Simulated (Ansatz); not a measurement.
The system is BN.

```xyz
2
Lattice="0.0000 1.8130 1.8130 1.8130 0.0000 1.8130 1.8130 1.8130 0.0000" Properties=species:S:1:pos:R:3 pbc="T T T"
N     0.9065    0.9065    0.9065
B     0.0000    0.0000    0.0000
```

The cell is a database's computed one.

```yaml
Program: Ansatz 0.2.0
Task: relaxation of cell and atoms
Functional: BLYP
Potentials_or_basis: all-electron LAPW, scalar-relativistic
Basis_error_allowed: 0.001 eV/atom
k_mesh: 13 × 13 × 13
Occupations: fermi-dirac, width 0.05 eV
Spin: no spin polarisation
```

At the start: volume 5.96 Å³/atom.

**Question.** Where does the relaxation end?

**Answer.** Over 5 steps the energy falls by 2.2 meV/atom and the volume is 6.07 Å³/atom (+1.8 %); space group F-43m (No. 216, to 0.05 Å).

The path:
```csv
step,energy change (eV),largest force (eV/Å),volume (Å³)
1,0.0000,0.0000,11.92
2,-0.0036,0.0000,12.04
3,-0.0044,0.0000,12.13
4,-0.0044,0.0000,12.14
5,-0.0044,0.0000,12.14
```

Final structure:
```
N B
1.0
     0.00000    1.82393    1.82393
     1.82393    0.00000    1.82393
     1.82393    1.82393    0.00000
N B
1 1
Cartesian
  0.9120 0.9120 0.9120
  0.0000 0.0000 0.0000
```
